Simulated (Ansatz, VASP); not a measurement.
# Rh in VASP and in Ansatz

```
CELL_PARAMETERS angstrom
2.54932 0.00000 0.00000
0.00000 2.54932 0.00000
0.00000 0.00000 2.54932
ATOMIC_POSITIONS crystal
Rh 0.00000 0.00000 0.00000
```

Alike in both runs: task single point; functional BLYP; k mesh 14 × 14 × 14; occupations fermi-dirac, width 0.1 eV; no spin polarisation.

```csv
,VASP,Ansatz
version,VASP 6.6.1,Ansatz 0.2.0
potentials or method,"VASP PAW PBE potentials, release 64 (Rh_pv)","plane waves (420 eV) with PAW, scalar-relativistic"
plane-wave cutoff (eV),520,420
valence electrons in the cell,15,17
```

|  | VASP | Ansatz | Ansatz less VASP |
| --- | --- | --- | --- |
| pressure (GPa) | 7.2 | 6.8 | -0.42 |

The two sets of potentials don't hold the same shells in valence.

Caveats: the PAW data sets were made with another functional, which shifts forces and pressure a little (VASP).
